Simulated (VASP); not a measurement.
# FeGe (P2_13) in VASP: single point with PBE

Aim: the single point of FeGe with PBE.

Everything below comes from runs of VASP 6.6.1. Logs are shortened: lines on timing, memory, paths and dates and some standing lists are left out, and cuts for length are marked.

### Step 1. Starting point

It takes space group P2_13 (No. 198, cubic). The conventional cell has a = 4.661 Å, b = 4.661 Å, c = 4.661 Å, α = 90.00°, β = 90.00°, γ = 90.00°. Around Fe (site symmetry 3) lie 7 Ge at 2.37 to 2.62 Å. Around Ge (site symmetry 3) lie 7 Fe at 2.37 to 2.62 Å.

### Step 2. Single point, PBE, collinear spin, typed start

INCAR reads:

```
SYSTEM = FeGe
  PREC = Accurate
  ENCUT = 520
  EDIFF = 1E-6
  ISMEAR = 0
  SIGMA = 0.05
  LREAL = .FALSE.
  LASPH = .TRUE.
  NELM = 150
  ALGO = Normal
  ISIF = 2
  LWAVE = .FALSE.
  LCHARG = .FALSE.
  ISPIN = 2
  MAGMOM = 2.5 2.5 2.5 2.5 0 0 0 0
  LORBIT = 11
  LMAXMIX = 4
  GGA = PE
  NBANDS = 58
```

KPOINTS reads:

```
regular mesh
0
G
  4 4 4
  0 0 0
```

POSCAR reads:

```
FeGe
1.0
    4.6611232203      0.0000000000      0.0000000000
    0.0000000000      4.6611232203      0.0000000000
    0.0000000000      0.0000000000      4.6611232203
Fe Ge
4 4
Direct
    0.1349910577      0.1349910577      0.1349910577
    0.3650089423      0.8650089423      0.6349910577
    0.6349910577      0.3650089423      0.8650089423
    0.8650089423      0.6349910577      0.3650089423
    0.8417225437      0.8417225437      0.8417225437
    0.6582774563      0.1582774563      0.3417225437
    0.3417225437      0.6582774563      0.1582774563
    0.1582774563      0.3417225437      0.6582774563
```

Potentials or basis: VASP PAW PBE potentials, release 64 (Fe, Ge_d).

Run with:

```bash
$ cat potpaw_PBE.64/Fe/POTCAR potpaw_PBE.64/Ge_d/POTCAR > POTCAR
$ mpirun -np 1 vasp_std > vasp.out
```

OUTCAR:

```text
SYSTEM = FeGe
   PREC = Accurate
   ENCUT = 520
   EDIFF = 1E-6
   ISMEAR = 0
   LREAL = .FALSE.
   LASPH = .TRUE.
   NELM = 150
   ISIF = 2
   ISPIN = 2
   LORBIT = 11
   GGA = PE

 ion  position               nearest neighbor table
   1  0.135  0.135  0.135-   5 2.37   6 2.42   7 2.42   8 2.42   7 2.62   8 2.62   6 2.62   3 2.86
                             4 2.86   2 2.86   2 2.86   4 2.86   3 2.86
   2  0.365  0.865  0.635-   6 2.37   5 2.42   7 2.42   8 2.42   7 2.62   8 2.62   5 2.62   1 2.86
                             1 2.86   3 2.86   3 2.86   4 2.86   4 2.86
   3  0.635  0.365  0.865-   7 2.37   6 2.42   5 2.42   8 2.42   8 2.62   6 2.62   5 2.62   1 2.86
                             4 2.86   2 2.86   2 2.86   4 2.86   1 2.86
   4  0.865  0.635  0.365-   8 2.37   6 2.42   7 2.42   5 2.42   6 2.62   5 2.62   7 2.62   1 2.86
                             3 2.86   2 2.86   1 2.86   2 2.86   3 2.86
   5  0.842  0.842  0.842-   1 2.37   2 2.42   3 2.42   4 2.42   3 2.62   4 2.62   2 2.62   6 2.89
                             7 2.89   8 2.89   6 2.89   8 2.89   7 2.89
   6  0.658  0.158  0.342-   2 2.37   1 2.42   3 2.42   4 2.42   3 2.62   4 2.62   1 2.62   8 2.89
                             5 2.89   5 2.89   7 2.89   7 2.89   8 2.89
   7  0.342  0.658  0.158-   3 2.37   2 2.42   1 2.42   4 2.42   4 2.62   2 2.62   1 2.62   8 2.89
                             5 2.89   8 2.89   6 2.89   6 2.89   5 2.89
   8  0.158  0.342  0.658-   4 2.37   2 2.42   3 2.42   1 2.42   2 2.62   1 2.62   3 2.62   7 2.89
                             5 2.89   7 2.89   5 2.89   6 2.89   6 2.89

  LATTYP: Found a simple cubic cell.
 ALAT       =     4.6611232203

  Lattice vectors:

 A1 = (   4.6611232203,   0.0000000000,   0.0000000000)
 A2 = (   0.0000000000,   4.6611232203,   0.0000000000)
 A3 = (   0.0000000000,   0.0000000000,   4.6611232203)

Analysis of symmetry for initial positions (statically):
=====================================================================
 Subroutine PRICEL returns:
 Original cell was already a primitive cell.

 Routine SETGRP: Setting up the symmetry group for a
 simple cubic supercell.

 Subroutine GETGRP returns: Found 12 space group operations
 (whereof  3 operations were pure point group operations)
 out of a pool of 48 trial point group operations.

The static configuration has the point symmetry C_3 .
 The point group associated with its full space group is T   .

Analysis of symmetry for dynamics (positions and initial velocities):
=====================================================================
 Subroutine PRICEL returns:
 Original cell was already a primitive cell.

 Routine SETGRP: Setting up the symmetry group for a
 simple cubic supercell.

 Subroutine GETGRP returns: Found 12 space group operations
 (whereof  3 operations were pure point group operations)
 out of a pool of 48 trial point group operations.

The dynamic configuration has the point symmetry C_3 .
[... 166 lines left out ...]

 val. band max:        8.2063106869   @ k =   0.2500   0.2500   0.2500
 cond. band min:       8.2321659041   @ k =   0.5000   0.0000   0.0000
 fundamental gap:      0.0258552172
 Fermi energy:         8.2071920247

 spin component 1

 k-point     1 :       0.0000    0.0000    0.0000
  band No.  band energies     occupation
      1     -16.4593      1.00000
      2     -16.4593      1.00000
      3     -16.4593      1.00000
      4     -16.4213      1.00000
      5     -16.4213      1.00000
      6     -16.4213      1.00000
[... 638 lines left out ...]
     55      13.6848      0.00000
     56      13.6848      0.00000
 Fermi energy:         8.2071920247

 spin component 2

 k-point     1 :       0.0000    0.0000    0.0000
  band No.  band energies     occupation
      1     -16.4765      1.00000
      2     -16.4765      1.00000
      3     -16.4765      1.00000
      4     -16.4373      1.00000
      5     -16.4373      1.00000
      6     -16.4373      1.00000
[... 638 lines left out ...]
     55      13.8477      0.00000
     56      13.8477      0.00000
 [bands above 56 left out]

------------------------ aborting loop because EDIFF is reached ----------------------------------------

  FORCE on cell =-STRESS in cart. coord.  units (eV):
  Direction    XX          YY          ZZ          XY          YZ          ZX
  --------------------------------------------------------------------------------------
  -------------------------------------------------------------------------------------
  Total        0.2122236      0.2122236      0.2122236      0.0000000     -0.0000000      0.0000000
  in kB        3.3576281      3.3576281      3.3576281      0.0000000     -0.0000000      0.0000000
  external PRESSURE =       3.3576281 kB  Pullay stress =       0.0000000 kB

 VOLUME and BASIS-vectors are now :
 -----------------------------------------------------------------------------
  energy-cutoff  :      520.00
  volume of cell :      101.27
      direct lattice vectors                 reciprocal lattice vectors
     4.661123220  0.000000000  0.000000000     0.214540563  0.000000000  0.000000000
     0.000000000  4.661123220  0.000000000     0.000000000  0.214540563  0.000000000
     0.000000000  0.000000000  4.661123220     0.000000000  0.000000000  0.214540563

 POSITION                                       TOTAL-FORCE (eV/Angst)
 -----------------------------------------------------------------------------------
      0.62921      0.62921      0.62921         0.006243      0.006243      0.006243
      1.70135      4.03191      2.95977        -0.006243     -0.006243      0.006243
      2.95977      1.70135      4.03191         0.006243     -0.006243     -0.006243
      4.03191      2.95977      1.70135        -0.006243      0.006243     -0.006243
      3.92337      3.92337      3.92337        -0.003236     -0.003236     -0.003236
      3.06831      0.73775      1.59281         0.003236      0.003236     -0.003236
      1.59281      3.06831      0.73775        -0.003236      0.003236      0.003236
      0.73775      1.59281      3.06831         0.003236     -0.003236      0.003236
 -----------------------------------------------------------------------------------
    total drift:                               -0.000000      0.000000      0.000000

  FREE ENERGIE OF THE ION-ELECTRON SYSTEM (eV)
  ---------------------------------------------------
  free  energy   TOTEN  =       -51.8271051434 eV

  energy  without entropy=      -51.8163623598  energy(sigma->0) =      -51.82173375

 total charge

# of ion       s       p       d       tot
------------------------------------------
    1        0.380   0.505   6.469   7.354
    2        0.380   0.505   6.469   7.354
    3        0.380   0.505   6.469   7.354
    4        0.380   0.505   6.469   7.354
    5        1.115   1.247  10.121  12.482
    6        1.115   1.247  10.121  12.482
    7        1.115   1.247  10.121  12.482
    8        1.115   1.247  10.121  12.482
--------------------------------------------------
tot          5.982   7.004  66.358  79.344

 magnetization (x)

# of ion       s       p       d       tot
------------------------------------------
    1       -0.000  -0.005   1.150   1.145
    2       -0.000  -0.005   1.150   1.145
    3       -0.000  -0.005   1.150   1.145
    4       -0.000  -0.005   1.150   1.145
    5       -0.011  -0.061  -0.006  -0.078
    6       -0.011  -0.061  -0.006  -0.078
    7       -0.011  -0.061  -0.006  -0.078
    8       -0.011  -0.061  -0.006  -0.078
--------------------------------------------------
tot         -0.047  -0.264   4.579   4.268
```

OSZICAR:

```text
N       E                     dE             d eps       ncg     rms          rms(c)
DAV:   1     0.969159860179E+03    0.96916E+03   -0.35755E+04  3046   0.405E+03
DAV:   2     0.150909979954E+03   -0.81825E+03   -0.77341E+03  2552   0.921E+02
DAV:   3    -0.400303064120E+02   -0.19094E+03   -0.18010E+03  2552   0.265E+02
DAV:   4    -0.561452418494E+02   -0.16115E+02   -0.15721E+02  2966   0.877E+01
DAV:   5    -0.565874753253E+02   -0.44223E+00   -0.43962E+00  2942   0.160E+01    0.253E+01
DAV:   6    -0.609051650633E+02   -0.43177E+01   -0.64740E+01  3148   0.733E+01    0.279E+01
DAV:   7    -0.518217350750E+02    0.90834E+01   -0.29671E+01  2942   0.550E+01    0.580E+00
DAV:   8    -0.519224649014E+02   -0.10073E+00   -0.26800E+00  2836   0.737E+00    0.322E+00
DAV:   9    -0.518358496713E+02    0.86615E-01   -0.19492E-01  3218   0.377E+00    0.104E+00
DAV:  10    -0.518281365959E+02    0.77131E-02   -0.24397E-02  3312   0.123E+00    0.350E-01
DAV:  11    -0.518271194931E+02    0.10171E-02   -0.33608E-03  2934   0.532E-01    0.116E-01
DAV:  12    -0.518271124883E+02    0.70047E-05   -0.40832E-04  3158   0.158E-01    0.599E-02
DAV:  13    -0.518271025559E+02    0.99324E-05   -0.35591E-05  3028   0.423E-02    0.240E-02
DAV:  14    -0.518271052197E+02   -0.26638E-05   -0.15637E-05  2482   0.324E-02    0.115E-02
DAV:  15    -0.518271051434E+02    0.76259E-07   -0.13965E-06  1508   0.122E-02
   1 F= -.51827105E+02 E0= -.51821734E+02  d E =-.107428E-01  mag=     4.1317
```

stdout:

```text
POSCAR found type information on POSCAR FeGe
 POSCAR found :  2 types and       8 ions
 scaLAPACK will be used
 LDA part: xc-table for (Slater+PW92), standard interpolation
 POSCAR, INCAR and KPOINTS ok, starting setup
 FFT: planning ... GRIDC
 FFT: planning ... GRID_SOFT
 FFT: planning ... GRID
 WAVECAR not read
 entering main loop
```

Run time: 1.9 min. Hardware: 1 thread of Intel Xeon Platinum 8259CL at 2.50GHz (Skylake/Cascade Lake), shared host; peak memory 0.29 GiB.

What came out:

| Property | Result |
| --- | --- |
| Free energy | -51.8271 eV |
| Pressure | 0.3 GPa |
| Largest force | 0.011 eV/Å |
| Band gap on the k mesh | none (metal or under the smearing width) |
| Net moment | 4.13 μB per cell |
| Site moments | Fe +1.15; Ge -0.08 μB |
| Valence electrons inside the program's atomic spheres | Fe 7.35; Ge 12.48 |

Forces on the atoms (eV/Å):
```
Fe   0.006  0.006  0.006
Fe  -0.006 -0.006  0.006
Fe   0.006 -0.006 -0.006
Fe  -0.006  0.006 -0.006
Ge  -0.003 -0.003 -0.003
Ge   0.003  0.003 -0.003
Ge  -0.003  0.003  0.003
Ge   0.003 -0.003  0.003
```

Levels at points of the mesh, in eV from the Fermi level:
Spin up:
| k point | band 44 | band 45 | band 46 | band 47 | band 48 | band 49 |
| --- | --- | --- | --- | --- | --- | --- |
| (0.00, 0.00, 0.00) | -0.82 | -0.26 | -0.26 | -0.26 | 1.86 | 1.86 |
| (0.50, 0.00, 0.00) | -0.71 | -0.53 | -0.53 | 0.90 | 0.90 | 0.95 |
| (0.50, 0.50, 0.00) | -1.01 | -0.08 | -0.08 | 0.24 | 0.24 | 1.52 |
| (0.50, 0.50, 0.50) | -1.04 | -0.37 | -0.37 | -0.37 | -0.37 | 4.43 |
Spin down:
```csv
k point,band 38,band 39,band 40,band 41,band 42,band 43,band 44,band 45,band 46,band 47
"(0.00, 0.00, 0.00)",-1.37,-1.37,0.15,0.15,0.15,0.29,0.29,1.00,1.00,1.00
"(0.50, 0.00, 0.00)",-1.30,-0.62,-0.62,0.03,0.03,0.33,0.33,0.66,0.66,1.77
"(0.50, 0.50, 0.00)",-0.82,-0.56,-0.56,-0.56,-0.56,0.06,0.06,0.98,0.98,1.24
"(0.50, 0.50, 0.50)",-0.26,-0.26,-0.26,-0.15,-0.15,-0.15,-0.15,0.83,0.83,0.83
```
